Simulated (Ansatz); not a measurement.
# WGe2N4 monolayer in a perpendicular field, part 2 of 2

Aim: how the WGe2N4 monolayer screens a field along its normal, and what the field does to its bands. A positive field points along +c.

Ansatz 0.2.0; plane-wave DFT, PBE-D3(BJ), Ansatz PAW.

So far. Step 2 (Relaxation): The lattice constant a goes from 3.020 to 2.997 Å.

**3. Single point, field 0**

A sawtooth potential applies the field, turning back in the middle of the vacuum. With the dipole correction the typed value is the field outside the slab. The induced dipole is small, so the SCF threshold is tight.

The cell differs from the one that the last finished run ended in (c 45.765 → 25.472 Å).

input.yaml reads:

```yaml
crystal:
  lattice:
    - [2.9973697134, 0.0, 0.0]
    - [-1.4986848567, 2.5957983163, 0.0]
    - [0.0, 0.0, 25.4724479209]
  atoms:
    - { symbol: "N", position: [0.0, 0.0, 0.3533229326] }
    - { symbol: Ge, position: [0.3333333333, 0.6666666667, 0.3782962829] }
    - { symbol: "N", position: [0.3333333333, 0.6666666667, 0.4519965871] }
    - { symbol: W, position: [0.0, 0.0, 0.5] }
    - { symbol: "N", position: [0.3333333333, 0.6666666667, 0.5480034129] }
    - { symbol: Ge, position: [0.3333333333, 0.6666666667, 0.6217037171] }
    - { symbol: "N", position: [0.0, 0.0, 0.6466770674] }
kpoints:
  mp_grid: { grid: [18, 18, 1] }
  band_path:
    path: [[0, 0, 0], [0.5, 0, 0], [0.33333333, 0.33333333, 0], [0, 0, 0]]
    npoints: 16
hamiltonian:
  xc: pbe
  dispersion: d3bj
scf:
  occupations: { method: fermi_dirac, width: 0.02585 }
  convergence: { dr2_threshold: 1.0e-10 }
efield:
  axis: 3
  dipole_correction: true
  ramp_position: 0.97
  ramp_width: 0.06
  amplitude: 0
output:
  dos: { projected: true, e_range: [-6, 5] }
  write_potential: true
  write_density: true
  volumetric_format: npy
  elf: true
```

On the command line:

```bash
ansatz run input.yaml --threads 2 --pin off --max-ram 3072MiB --backend cpu --events-out ev --progress --plain --runs-dir out
```

Numbers of over 12 decimals in the logs are rounded to 6 here.

Output:

```text
[...]
Crystal: 7 atoms, lattice volume = 198.190 Å³
Basis set: ecut = 420 eV, 3745 PW (Γ)
Bands: 38, of which v1, the nominal top of the filled ones, is band 31 counted from 1 (30 counted from 0)
Symmetry: 6 space group operations
k-points: 37 of 324 (time reversal used)
[...]
SCF iter   1: F=—  HF=-20513.904015 eV  |F-HF|=—  |Δ(HF+E_count)|=         —  Δρ=3.83e-3  dr2=5.78e-2  ethr=1.77e-3  p=-0.000 e·Å  D=-1.79e-14 V/Å  ΔV_dip=0.00 eV  dr2_dipole=2.22e-7  V_vac-E_F(+/−)=5.15/5.15 eV  ⟨swp⟩=9.1  Hψ=6908  notcnv=0
efield: sawtooth ramp at fractional position 0.9700 (set: `efield.ramp_position`, or a place that a band, a saddle search or an elastic batch's reference lends), width 0.0600; the density the first Hamiltonian is built on has a dipole p = -0.000 e·Å; the dipole correction subtracts the counter field D = -1.79e-14 V/Å, which shifts the + side's vacuum level by +0.00 eV against the − side's; the planar-averaged density in the ramp window peaks in size at 3.2e-5 e/Å³
[...]
SCF iter   2: F=—  HF=-20513.901169 eV  |F-HF|=—  |Δ(HF+E_count)|=   2.85e-3  Δρ=3.02e-3  dr2=2.18e-2  ethr=9.33e-5  p=0.000 e·Å  D=1.52e-4 V/Å  ΔV_dip=-0.00 eV  dr2_dipole=7.24e-7  V_vac-E_F(+/−)=4.66/4.66 eV  ⟨swp⟩=4.2  Hψ=3286  notcnv=0  defer=63
[...]
SCF iter  13: F=-20513.899766 eV  HF=-20513.899766 eV  |F-HF|=2.55e-11  |Δ(HF+E_count)|=  6.91e-11  Δρ=5.05e-8  dr2=2.84e-12  ethr=1.00e-12  p=0.000 e·Å  D=2.22e-8 V/Å  ΔV_dip=-0.00 eV  dr2_dipole=1.47e-14  V_vac-E_F(+/−)=4.65/4.65 eV  ⟨swp⟩=1.4  Hψ=2995  notcnv=0
SCF 1 converged in 13 iterations: F = -20513.899766 eV  dr2 = 2.84e-12
[...]
NSCF: frozen V_eff on 49 k-points
efield: sawtooth ramp at fractional position 0.9700 (kept from the solve that this one continues, or follows in the run), width 0.0600; the density the first Hamiltonian is built on has a dipole p = 0.000 e·Å; the dipole correction subtracts the counter field D = 2.22e-8 V/Å, which shifts the + side's vacuum level by -0.00 eV against the − side's; the planar-averaged density in the ramp window peaks in size at 1.9e-5 e/Å³
[...]
SCF converged after 13 iterations
Free energy (F): -20513.899766 eV
[...]
Internal energy: -20513.899766 eV  (E = F + TS)
E sigma→0 (E₀):  -20513.899766 eV
Fermi energy:    2.763345 eV
Dipole field:    D = -0.000000 V/Å  (p = -0.000000 e·Å, saw-weighted, corrected)
Work function:   Φ+ = 4.6521 eV   Φ− = 4.6521 eV
Levels:          The Fermi level and band energies are counted from a zero that moves with the ramp; work functions are not
[...]
--- Band table (eV; the first three rows and the last of 37) ---
  k-point 0: bands = [... 27 lower, -0.7222, -0.7222, -0.1676, 1.8645, 3.9689, 4.1663, 5.0439, 5.0439, ... 3 higher]
  k-point 1: bands = [... 27 lower, -0.8827, -0.7798, -0.0772, 1.9266, 4.0648, 4.1086, 5.0345, 5.2221, ... 3 higher]
  k-point 2: bands = [... 27 lower, -1.0792, -0.9408, -0.0205, 1.9014, 3.9795, 4.3471, 5.0112, 5.4543, ... 3 higher]
  k-point 36: bands = [... 27 lower, -2.0220, -0.5982, -0.0465, 1.4340, 3.5460, 5.6208, 5.6405, 6.5755, ... 3 higher]
```

Elapsed: 24 s, on 2 threads of Arm Neoverse V2, shared host; peak memory 0.6 GiB.

Numbers from this step:

| Property | Result |
| --- | --- |
| gap on the k-mesh | 1.612 eV |
| dipole along the normal | -1.55e-7 e·Å |
| gap along the path | 1.603 eV |
| smallest direct gap along the path | 2.053 eV |
| ionisation energy, upper face | 5.472 eV |
| electron affinity, upper face | 3.869 eV |
| gap, the smaller of path and mesh | 1.603 eV |

Running mean over a fixed 2.7 Å (it still follows the layers) of the planar mean; the ramp of the sawtooth is left out. Electron's electrostatic potential energy less the Fermi level against z:

| z (Å) | electron's electrostatic potential energy less the Fermi level (eV) |
| --- | --- |
| 3.0 | 4.65 |
| 3.5 | 4.65 |
| 4.0 | 4.65 |
| 4.5 | 4.65 |
| 5.0 | 4.65 |
| 5.5 | 4.65 |
| 6.0 | 4.64 |
| 6.5 | 4.57 |
| 7.0 | 4.21 |
| 7.5 | 2.38 |
| 8.0 | -1.57 |
| 8.5 | -5.37 |
| 9.0 | -8.03 |
| 9.5 | -9.13 |
| 10.0 | -9.59 |
| 10.5 | -8.83 |
| 11.0 | -8.04 |
| 11.5 | -9.48 |
| 12.0 | -11.9 |
| 12.5 | -13.5 |
| 13.0 | -13.5 |
| 13.5 | -11.7 |
| 14.0 | -9.36 |
| 14.5 | -8.03 |
| 15.0 | -8.91 |
| 15.5 | -9.58 |
| 16.0 | -9.09 |
| 16.5 | -7.93 |
| 17.0 | -5.18 |
| 17.5 | -1.34 |
| 18.0 | 2.53 |
| 18.5 | 4.25 |
| 19.0 | 4.58 |
| 19.5 | 4.64 |
| 20.0 | 4.65 |
| 20.5 | 4.65 |
| 21.0 | 4.65 |
| 21.5 | 4.65 |
| 22.0 | 4.65 |
| 22.5 | 4.65 |

The density of states has structure finer than the step of the table below, so its rows give means over 0.25 eV, whole bins alone (the curve runs from -6 to 2.77 eV). Peaks (eV: height): -4.240: 10.3, -3.960: 7.36, -3.440: 9.43, -3.300: 7.77, -2.030: 12.2, 2.220: 12.6, 2.630: 6.85.

The density of states by energy, zero at the Fermi level of the run, which the smearing sets inside the gap; means over each step:

energy (eV), density of states (states/eV a cell) and a bar:
```
    -5.75        4.2 #####################
    -5.50        2.9 ##############
    -5.25        2.7 #############
    -5.00        3.0 ###############
    -4.75        2.7 #############
    -4.50        4.8 #######################
    -4.25        6.1 ##############################
    -4.00        5.4 ###########################
    -3.75        4.2 #####################
    -3.50        5.3 ##########################
    -3.25        4.5 ######################
    -3.00        2.2 ###########
    -2.75        1.1 #####
    -2.50        0.0 
    -2.25        0.0 
    -2.00        4.2 ####################
    -1.75        1.8 #########
    -1.50        1.0 #####
    -1.25        0.4 ##
    -1.00        0.4 ##
    -0.75        0.4 ##
    -0.50        0.0 
    -0.25        0.0 
     0.00        0.0 
     0.25        0.0 
     0.50        0.0 
     0.75        0.0 
     1.00        0.3 ##
     1.25        1.6 ########
     1.50        3.6 ##################
     1.75        3.4 #################
     2.00        2.4 ############
     2.25        4.3 #####################
     2.50        5.3 ##########################
```

Projected DOS per atom over height of the atomic layer and energy from the Fermi level. Layers: N Ge N W N Ge N from below.

Values in states/eV, 22 rows by 7 columns, each cell a mean:
```
0.29 0.49 0.36 2.68 0.36 0.49 0.29
0.20 0.32 0.37 1.66 0.37 0.32 0.20
0.31 0.46 0.16 1.15 0.16 0.46 0.31
0.30 0.34 0.23 1.15 0.23 0.34 0.30
0.01 0.01 0.02 0.28 0.02 0.01 0.01
0.00 0.00 0.00 0.01 0.00 0.00 0.00
0.00 0.00 0.00 0.00 0.00 0.00 0.00
0.00 0.00 0.00 0.00 0.00 0.00 0.00
0.00 0.00 0.00 0.01 0.00 0.00 0.00
0.04 0.02 0.04 0.32 0.04 0.02 0.04
0.02 0.01 0.06 0.56 0.06 0.01 0.02
0.05 0.03 0.19 2.11 0.19 0.03 0.05
0.02 0.01 0.07 0.77 0.07 0.01 0.02
0.05 0.00 0.05 0.00 0.05 0.00 0.05
0.65 0.01 0.49 0.05 0.49 0.01 0.65
1.60 0.05 0.80 0.28 0.80 0.05 1.60
0.86 0.08 1.13 0.56 1.13 0.08 0.86
0.99 0.15 1.27 0.69 1.27 0.15 0.99
0.64 0.15 0.88 0.45 0.88 0.15 0.64
0.52 0.14 0.48 0.53 0.48 0.14 0.52
0.56 0.19 0.41 0.49 0.41 0.19 0.56
0.84 0.37 0.59 0.60 0.59 0.37 0.84
```
Columns: height of the atomic layer (Å) from 9 to 16.5 (not evenly spaced); rows upwards: energy from the Fermi level (eV) from -5.96 to 2.77.

The electronic bands at the labelled points (eV, zero at the Fermi level of the run, which the smearing sets inside the gap):

| point | band 28 | band 29 | band 30 | band 31 | band 32 | band 33 | band 34 | band 35 |
| --- | --- | --- | --- | --- | --- | --- | --- | --- |
| Γ | -3.49 | -3.49 | -2.93 | -0.90 | 1.21 | 1.40 | 2.28 | 2.28 |
| halfway | -4.15 | -4.15 | -3.08 | -1.71 | 1.44 | 1.91 | 2.24 | 3.49 |
| M | -3.52 | -3.50 | -3.24 | -2.04 | 1.65 | 1.82 | 2.64 | 2.70 |
| halfway | -4.17 | -3.44 | -3.13 | -1.77 | 1.61 | 2.57 | 2.89 | 3.37 |
| K | -4.79 | -3.36 | -2.81 | -1.33 | 0.78 | 2.86 | 2.88 | 3.81 |
| halfway | -3.83 | -3.75 | -3.16 | -1.90 | 1.58 | 2.27 | 2.42 | 3.87 |
| Γ | -3.49 | -3.49 | -2.93 | -0.90 | 1.21 | 1.40 | 2.28 | 2.28 |

Valence density in the ca plane at fractional y = 0.667, with atoms of Ge and N within 0.2 Å of it. It is the smooth field of the valence electrons, not physical close to the nuclei.

Values in e/Å³, 5 rows by 16 columns, each cell a mean:
```
 0  0  0  0  0  0  0  0  1  0  0  0  0  0  0  0
 0  0  0  0  0  1  0  0  1  1  0  0  0  0  0  0
 0  0  0  0  0  8  2  2  1  2  2  7  3  0  0  0
 0  0  0  0  0 17  3  3  1  2  2 14  5  0  0  0
 0  0  0  0  0  1  0  1  1  1  1  1  1  0  0  0
```
Columns run along c (16.0 Å, from fractional 0.16 to 0.79 of the cell), rows up along a (3.0 Å). Atoms in or near the plane, at fractional coordinates: Ge at (0.38, 0.33), N at (0.45, 0.33), N at (0.55, 0.33), Ge at (0.62, 0.33).

Electrostatic potential energy in the ca plane at fractional y = 0.667, with atoms of Ge and N within 0.2 Å of it. With pseudopotentials it is smooth inside the atoms' cores, unlike the true potential.

Ten even steps from '0' (-44 eV) to '9' (7 eV), each cell a mean:
```
99999999999999999999988889999764468999888889
99999999999999999999988889999754468999888889
99999999999999999999876678998876678898766789
99999999999999999999853236854677874478532468
99999999999999999999731015610178840036310258
99999999999999999999731014500178840026300158
99999999999999999999852236753578873367422368
99999999999999999999876568988876678898765689
```
Columns run along c (16.0 Å, from fractional 0.05 to 0.68 of the cell; values clipped at the 3rd and 97th percentile), rows up along a (3.0 Å). Atoms in or near the plane, at fractional coordinates: Ge at (0.38, 0.33), N at (0.45, 0.33), N at (0.55, 0.33), Ge at (0.62, 0.33).

ELF in the ca plane at fractional y = 0.667, with atoms of Ge and N within 0.2 Å of it. It is the smooth field of the valence electrons, not physical close to the nuclei.

Ten even steps from '0' (0.00) to '9' (0.78), each cell a mean:
```
00000000013678764101221452121113578764200000
00000000013678764101211452121013678864200000
00000000001356653235763222576323456642000000
00000000000133322369997326999842233320000000
00000000000022100389468428748951002210000000
00000000000022100389358428737951002210000000
00000000000123312379998326999842123310000000
00000000001356543236874223687423456542000000
```
Columns run along c (16.0 Å, from fractional 0.16 to 0.79 of the cell), rows up along a (3.0 Å). Atoms in or near the plane, at fractional coordinates: Ge at (0.38, 0.33), N at (0.45, 0.33), N at (0.55, 0.33), Ge at (0.62, 0.33).

The gap is 1.60 eV, with the valence edge 5.47 eV and the conduction edge 3.87 eV under the upper vacuum level. Spin-orbit coupling, left out in this run, matters for the bands of elements this heavy.

**4. Atoms held, field 0.1 V/Å**

Changes to input.yaml since step 3:

```diff
@@ -29,5 +29,4 @@
   ramp_width: 0.06
-  amplitude: 0
+  amplitude: 0.1
 output:
-  dos: { projected: true, e_range: [-6, 5] }
   write_potential: true
@@ -35,2 +34 @@
   volumetric_format: npy
-  elf: true
```

Output:

```text
[...]
Crystal: 7 atoms, lattice volume = 198.190 Å³
Basis set: ecut = 420 eV, 3745 PW (Γ)
Bands: 38, of which v1, the nominal top of the filled ones, is band 31 counted from 1 (30 counted from 0)
Symmetry: 6 space group operations
k-points: 37 of 324 (time reversal used)
[...]
k-point 0: bands = [... 27 lower, -0.7203, -0.7203, -0.1676, 1.8642, 3.9625, 4.1720, 5.0435, 5.0435, ... 3 higher]
  k-point 1: bands = [... 27 lower, -0.8821, -0.7779, -0.0772, 1.9263, 4.0459, 4.1265, 5.0341, 5.2210, ... 3 higher]
  k-point 2: bands = [... 27 lower, -1.0790, -0.9390, -0.0205, 1.9012, 3.9764, 4.3490, 5.0108, 5.4525, ... 3 higher]
  k-point 36: bands = [... 27 lower, -2.0227, -0.6006, -0.0442, 1.4336, 3.5457, 5.6201, 5.6395, 6.5753, ... 3 higher]
[key lines of the parts left out:]
SCF converged after 15 iterations
Free energy (F): -20513.901552 eV
Fermi energy:    2.763042 eV
Dipole field:    D = 0.032617 V/Å  (p = 0.035725 e·Å, saw-weighted, corrected)
```

The job ended after 25 s (2 threads; peak memory 0.6 GiB; 50 s of CPU time).

The dipole is 0.0357 e·Å, and the gap 1.603 eV.

**5. Single point, field -0.1 V/Å**

Changes to input.yaml since step 4:

```diff
@@ -29,3 +29,3 @@
   ramp_width: 0.06
-  amplitude: 0.1
+  amplitude: -0.1
 output:
```

Output:

```text
[...]
Crystal: 7 atoms, lattice volume = 198.190 Å³
Basis set: ecut = 420 eV, 3745 PW (Γ)
Bands: 38, of which v1, the nominal top of the filled ones, is band 31 counted from 1 (30 counted from 0)
Symmetry: 6 space group operations
k-points: 37 of 324 (time reversal used)
[...]
k-point 0: bands = [... 27 lower, -0.7203, -0.7203, -0.1676, 1.8642, 3.9625, 4.1720, 5.0435, 5.0435, ... 3 higher]
  k-point 1: bands = [... 27 lower, -0.8821, -0.7779, -0.0772, 1.9263, 4.0459, 4.1265, 5.0341, 5.2210, ... 3 higher]
  k-point 2: bands = [... 27 lower, -1.0790, -0.9390, -0.0205, 1.9012, 3.9764, 4.3490, 5.0108, 5.4525, ... 3 higher]
  k-point 36: bands = [... 27 lower, -2.0227, -0.6006, -0.0442, 1.4336, 3.5457, 5.6201, 5.6395, 6.5753, ... 3 higher]
[key lines of the parts left out:]
SCF converged after 15 iterations
Free energy (F): -20513.901552 eV
Fermi energy:    2.763042 eV
Dipole field:    D = -0.032617 V/Å  (p = -0.035725 e·Å, saw-weighted, corrected)
```

Run time: 25 s. Hardware: 2 threads; peak memory 0.6 GiB; 50 s of CPU time.

The dipole is -0.0357 e·Å, and the gap 1.603 eV.

**6. Response, atoms held**

This step: plane-wave DFT, PBE-D3(BJ), Ansatz PAW; response to a field along the normal, atoms held (Ansatz 0.2.0).

The dipoles give the slope, and the difference of two potentials shows where the field is screened.

Numbers from this step:

```yaml
equivalent_conductor_thickness_p_eps_0ae: 8.308 Å
distance_between_the_outer_atoms: 7.472 Å
```

The dipole of the cell by applied field:

| applied field (V/Å) | dipole of the cell (e·Å) |
| --- | --- |
| -0.1000 | -0.0357 |
| 0.0000 | -1.6e-7 |
| 0.1000 | 0.0357 |

Local field over the applied field, running mean. From the potentials at -0.1 and 0.1 V/Å; running mean over 2.5 Å. Local field over applied field against z:

| z (Å) | local field over applied field |
| --- | --- |
| 4.5 | 1.000 |
| 5.0 | 0.998 |
| 5.5 | 0.995 |
| 6.0 | 0.984 |
| 6.5 | 0.953 |
| 7.0 | 0.876 |
| 7.5 | 0.741 |
| 8.0 | 0.577 |
| 8.5 | 0.402 |
| 9.0 | 0.267 |
| 9.5 | 0.184 |
| 10.0 | 0.149 |
| 10.5 | 0.137 |
| 11.0 | 0.133 |
| 11.5 | 0.114 |
| 12.0 | 0.0876 |
| 12.5 | 0.0693 |
| 13.0 | 0.0701 |
| 13.5 | 0.0888 |
| 14.0 | 0.115 |
| 14.5 | 0.133 |
| 15.0 | 0.138 |
| 15.5 | 0.150 |
| 16.0 | 0.187 |
| 16.5 | 0.273 |
| 17.0 | 0.411 |
| 17.5 | 0.586 |
| 18.0 | 0.749 |
| 18.5 | 0.882 |
| 19.0 | 0.955 |
| 19.5 | 0.985 |
| 20.0 | 0.995 |
| 20.5 | 0.999 |
| 21.0 | 1.000 |

The induced electron density oscillates, so the rows of the table below give means over windows of 1 Å about each position, cut where the curve ends. Its maxima inside the range that stand out by 2 % of the span (Å: e/Å³ per V/Å): 8.2: 0.00379, 9.2: 0.00187, 10.6: 0.00110, 11.6: 0.00171, 13.3: 4.8e-4, 14.3: 4.0e-4, 15.6: 0.00203, 16.6: -6.7e-4. Its minima: 8.9: 6.7e-4, 9.9: -0.00203, 11.2: -4.0e-4, 12.2: -4.8e-4, 13.9: -0.00171, 14.9: -0.00110, 16.3: -0.00187, 17.3: -0.00379.

Electrons, planar mean, per unit field. Induced electron density against z; means over each step:

| z (Å) | induced electron density (e/Å³ per V/Å) |
| --- | --- |
| 5 | 7.4e-6 |
| 6 | 8.3e-5 |
| 7 | 7.3e-4 |
| 8 | 0.00303 |
| 9 | 0.00138 |
| 10 | -8.6e-4 |
| 11 | 5.3e-4 |
| 12 | 2.2e-4 |
| 13 | 1.7e-4 |
| 14 | -5.1e-4 |
| 15 | -1.7e-4 |
| 16 | -4.0e-5 |
| 17 | -0.00257 |
| 18 | -0.00172 |
| 19 | -2.5e-4 |
| 20 | -2.4e-5 |
| 21 | -2.2e-6 |

The smaller of the gaps on the path and on the k-mesh, counted as 0 under 0.03 eV. The gap stays at 1.60 eV for applied field from -0.1 to 0.1 V/Å.

By hand: between -0.1 and 0.1 V/Å the dipole changes by 0.07145 e·Å, a slope of 0.3572 e·Å²/V. A perfect conductor of thickness t has p = ε₀AEt, so t = 180.95 × 0.3572 / 7.781 = 8.31 Å (e/ε₀ = 180.95 V·Å, A in Å²).

The induced dipole is that of a conductor 8.31 Å thick.

**7. Results**

```json
{
 "gap without field": "1.60 eV",
 "ionisation energy, upper face": "5.47 eV",
 "electron affinity, upper face": "3.87 eV",
 "equivalent conductor thickness, atoms held": "8.31 Å"
}
```

**Reading.** The induced dipole equals that of a perfect conductor 8.31 Å thick, while the outer atoms lie 7.47 Å apart; an out-of-plane ε follows only once a thickness t is chosen, by 1 − 1/ε = 8.31 Å / t. The gap stays within 0.01 eV of 1.60 eV over the fields run, up to 0.1 V/Å in size. Semilocal functionals give gaps that are too small, and excitons are not included. Spin-orbit coupling is left out, which matters for the bands of elements this heavy. The outer anions sit over the metal atoms, one of several polytypes of such layers and not the lowest for every compound.

[Logs are printed without paths, hosts, clocks, repeated set-up lines and the standing remarks that a program may print on its own settings, such as how far it seeks lower states.]

[Hosts, paths, dates, database ids (printed as entryN), source tags and the programs' standing remarks are cut or masked in the printed files.]

[Maps of the electrostatic potential energy from Ansatz leave out the sawtooth potential of an applied field or a dipole correction, so their vacuum need not be flat; planar profiles and work functions include it.]

[The density of states shown here was stored with 400 of the rows of the run's finer table, so its peaks can read low, often by over a quarter, or be missed, and its means over a window can be off by a tenth or more.]
